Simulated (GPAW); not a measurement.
# Magnetic state of free-standing square Cr monolayer, spacing 2.867 A from several starts, part 2 of 2

Wanted: the moments of free-standing square Cr monolayer, spacing 2.867 A and the energy of each order that was tried.

GPAW 26.7.0; revPBE; plane waves with GPAW's PAW setups, scalar-relativistic.

So far, largest spin moment in the augmentation sphere (μB): step 2 (order 1, typed as ferro +) 3.90; step 3 (start 2: antiferro q=(0,1/2,0) +-) 3.80; step 4 (run 3 (antiferro q=(1/2,1/2,0) +-)) 3.68.

### 6. A faulty input

A slip in the input shows what the program catches and what it lets pass.

The input, run.py:

```python
import json
import numpy as np
from ase import Atoms
from ase.parallel import paropen, parprint
from gpaw import GPAW

atoms = Atoms(['Cr'],
    cell=[[2.867, 0.0, 0.0],
         [0.0, 2.867, 0.0],
         [0.0, 0.0, 14.0]],
    scaled_positions=[[0.0, 0.0, 0.5]],
    pbc=True,
    magmoms=[2.5])
atoms.calc = GPAW(mode={'name': 'pw', 'ecut': 550},
    xc='revPBE',
    kpts={'size': (1, 1, 1), 'gamma': True},
    occupations={'name': 'fermi-dirac', 'width': 0.05},
    convergence={'density': 1e-06, 'energy': 1e-05},
    maxiter=75,
    mixer={'name': 'pulay', 'beta': 0.05, 'nmaxold': 5, 'weight': 100},
    symmetry={'tolerance': 1e-4},
    txt='run.txt')
e = atoms.get_potential_energy(force_consistent=True)
res = {'free_energy': e, 'energy_sigma0': atoms.get_potential_energy(), 'fermi_energy': atoms.calc.get_fermi_level()}
res['moments'] = atoms.get_magnetic_moments().tolist()
res['total'] = atoms.get_magnetic_moment()
parprint('site moments (muB):', np.round(res['moments'], 3))
parprint(f"total moment: {res['total']:.3f} muB")
parprint(f'free energy: {e:.6f} eV')
atoms.calc.write('run.gpw')
with paropen('results.json', 'w') as f:
    json.dump(res, f)
```

The run is started by

```bash
$ OMP_NUM_THREADS=1 python3 run.py > run.log
```

Output:

```text
site moments (muB): [3.471]
total moment: 4.000 muB
free energy: -10.660792 eV

--- run.txt ---
Input parameters:
  mode=PW(ecut=550),
  convergence={'density': 1e-06, 'energy': 1e-05},
  kpts=MonkhorstPack(size=(1, 1, 1), gamma=True),
  maxiter=75,
  mixer=Pulay(name='pulay', nmaxold=5, beta=0.05, weight=100, sigma=0.015, g_ss=None),
  occupations=Occupations(name='fermi-dirac', width=0.05),
  symmetry=Symmetry(tolerance=0.0001),
  xc=XC(name='revPBE')

Diagonalizing LCAO Hamiltonian
Converting LCAO to pw mode
   .------.
  /|      |
 * |      |
 | |      |
 | |      |
 | |      |
 | |      |
 | |      |
 | |      |
 | |      |
 Cr|      |
 | |      |
 | |      |
 | |      |
 | |      |
 | |      |
 | |      |
 | .------.
 |/      /
 *------*

Atoms  # Å, Bohr magnetons
|   | symbol |        x |        y |        z |    initial magnetic moments |
|---|--------|----------|----------|----------|-----------------------------|
| 0 |     Cr | 0.000000 | 0.000000 | 7.000000 | ( 0.0000,  0.0000,  2.5000) |

Number of symmetries: 16

BZ-sampling:
  Number of BZ points: 1
  Number of IBZ points: 1

  Monkhorst-Pack size: [1, 1, 1]
  Monkhorst-Pack shift: [0, 0, 0]

Plane wave coefficients: 1695
Cutoff: 550.0 eV

Spin-components: 2 (collinear spins)
Bands:           9
Projectors:      6
Spin-degeneracy: 1
Datatype:        float64

Parallelization:
  kpt:    1
  domain: 1
  band:   1

Density:
  Valence electrons: 6.0
  Components: 2
  Grid points: [16 16 80]
  Charge: 0.0  # |e|

Potential:
  Grid points: [16 16 80]

[... setups left out ...]
Reference energy: -28585.999204  # eV

convergence criteria:
- Maximum integral of absolute [dens]ity change: 1e-06 electrons / valence electron
- Maximum [total energy] change in last 3 cyles: 1e-05 eV / valence electron
- Maximum integral of absolute [eigenst]ate change: 4e-08 eV^2 / valence electron
maximum number of iterations: 75

SCF iterations
|iter     |      energy | eigst |  dens |  magmom |
|---------|-------------|-------|-------|---------|
|iter:   1|       0s |   -9.841645 | +0.02 |       |  +2.4959|
|iter:   2|       0s |   -9.889558 | -1.29 | -0.41 |  +2.4741|
|iter:   3|       0s |  -10.008342 | -1.19 | -0.43 |  +2.2922|
|iter:   4|       0s |  -10.100859 | -1.55 | -0.71 |  +2.1819|
|iter:   5|       0s |  -10.125713 | -2.11 | -0.73 |  +2.1413|
|iter:   6|       0s |  -10.223677 | -2.16 | -0.65 |  +2.3635|
|iter:   7|       0s |  -10.373269 | -1.95 | -0.53 |  +2.6926|
|iter:   8|       0s |  -10.455840 | -1.95 | -0.53 |  +2.9920|
|iter:   9|       0s |  -10.411070 | -2.71 | -0.63 |  +2.8484|
|iter:  10|       1s |  -10.409167 | -4.27 | -0.58 |  +2.8539|
[... 35 iterations left out ...]
|iter:  46|       3s |  -10.657605c| -8.80c| -5.21 |  +4.0000|
|iter:  47|       3s |  -10.657605c| -9.09c| -5.30 |  +4.0000|
|iter:  48|       4s |  -10.657605c| -9.61c| -5.41 |  +4.0000|
|iter:  49|       4s |  -10.657605c| -9.87c| -5.47 |  +4.0000|
|iter:  50|       4s |  -10.657605c| -9.97c| -5.54 |  +4.0000|
|iter:  51|       4s |  -10.657605c|-10.24c| -5.63 |  +4.0000|
|iter:  52|       4s |  -10.657605c|-10.82c| -5.84 |  +4.0000|
|iter:  53|       4s |  -10.657605c|-10.77c| -5.84 |  +4.0000|
|iter:  54|       4s |  -10.657605c|-10.77c| -5.84 |  +4.0000|
|iter:  55|       4s |  -10.657605c|-11.12c| -6.07c|  +4.0000|

Converged in 55 steps
Energy contributions relative to reference atoms: (reference = -28585.999204)

Energy contributions:
  Kinetic:         -18.853329
  Coulomb:           9.993978
  Zero:              0.045743
  External:          0.000000
  Xc:               -1.840811
  Entropy:          -0.006372
  Spinorbit:         0.000000
  ----------------------------
  Free energy:     -10.660792
  Extrapolated:    -10.657605

dipole moment: (-6.989555, -6.989555, 0.000076)  # |e|*Ang

Total magnetic moment: (0.000000, 0.000000, 4.000000)

Local magnetic moments
|        x |        y |        z |
|----------|----------|----------|
| 0.000000 | 0.000000 | 3.470507 |  # Cr   0

Fermi level: -3.890
Eigenvalues  # (at kpt = [0.000, 0.000, 0.000])
| band index |      eig [eV] | occ [0-1] |      eig [eV] | occ [0-1] |
|------------|---------------|-----------|---------------|-----------|
|          0 |        -6.882 |     1.000 |        -5.958 |     1.000 |
|          1 |        -6.483 |     1.000 |        -2.931 |     0.000 |
|          2 |        -4.582 |     1.000 |        -1.526 |     0.000 |
|          3 |        -4.150 |     0.995 |        -1.413 |     0.000 |
|          4 |        -4.150 |     0.995 |        -1.180 |     0.000 |
|          5 |        -3.664 |     0.011 |        -0.126 |     0.000 |
|          6 |        -1.958 |     0.000 |        -0.126 |     0.000 |
|          7 |         1.225 |     0.000 |         1.539 |     0.000 |
|          8 |         2.281 |     0.000 |         2.581 |     0.000 |

Gap: 0.486 eV
Transition (v -> c):
  (s=0, k=0, n=4, [0.00, 0.00, 0.00]) -> (s=0, k=0, n=5, [0.00, 0.00, 0.00])
No difference between direct/indirect transitions
```

It took 6.3 s on 1 MPI rank of AMD EPYC 9R45, shared host; peak memory 0.16 GiB.

The run converged, but its input is faulty, so its numbers are not to be trusted.

The fault in the input: one k-point for a small cell.

The largest moment is 3.47 μB against 3.90 μB in the first run, and the free energy lies -4.07 eV from it.

A single point can't sample the zone of a small cell; the mesh must follow the cell's size.

### 7. Ranking

These are free energies at a smearing of 0.05 eV, so its entropy term is in the differences. They are divided by the number of seeded atoms, so that cells of unlike size compare. Wavevectors q in the names are fractions of the reciprocal vectors of the first run's cell.

Orders:

```csv
start,final state,typed order kept,energy over the lowest (meV a seeded atom),largest site moment (μB),net moment (μB a primitive cell),mesh matched,CPU time (s)
ferro +,ferromagnetic,yes,436.6,3.902,5.034,yes,28.61
"antiferro q=(0,1/2,0) +-",antiferromagnetic,yes,97.39,3.8,0,yes,40
"antiferro q=(1/2,1/2,0) +-",antiferromagnetic,yes,0,3.682,0,yes,73.76
no spin polarisation,non-magnetic,-,2163,0,0,yes,7.7
```

### 8. Results

| Item | Value |
| --- | --- |
| lowest state found | antiferromagnetic (typed antiferro q=(1/2,1/2,0) +-) |
| largest site moment | 3.68 μB |
| next state | antiferromagnetic, 97.4 meV a seeded atom higher |
| energy gained by spin polarisation | 2163 meV a seeded atom |

What this shows: The lowest state found is antiferromagnetic, reached from the start antiferro q=(1/2,1/2,0) +-, with moments up to 3.68 μB. The next state costs 97 meV a seeded atom. This is the lowest of 4 finished starts, no proof of the ground state.

[Logs and program files are shortened in this print: banners, set-up blocks, solver, clock and traceback lines can be left out without a mark of their own.]

[Logs are printed without paths, hosts, clocks, repeated set-up lines and the standing remarks that a program may print on its own settings, such as how far it seeks lower states.]

[Hosts, paths, dates, database ids (printed as entryN), source tags and the programs' standing remarks are cut or masked in the printed files.]

[Where a cell is said to come from a database of computed structures, the database is the Materials Project.]
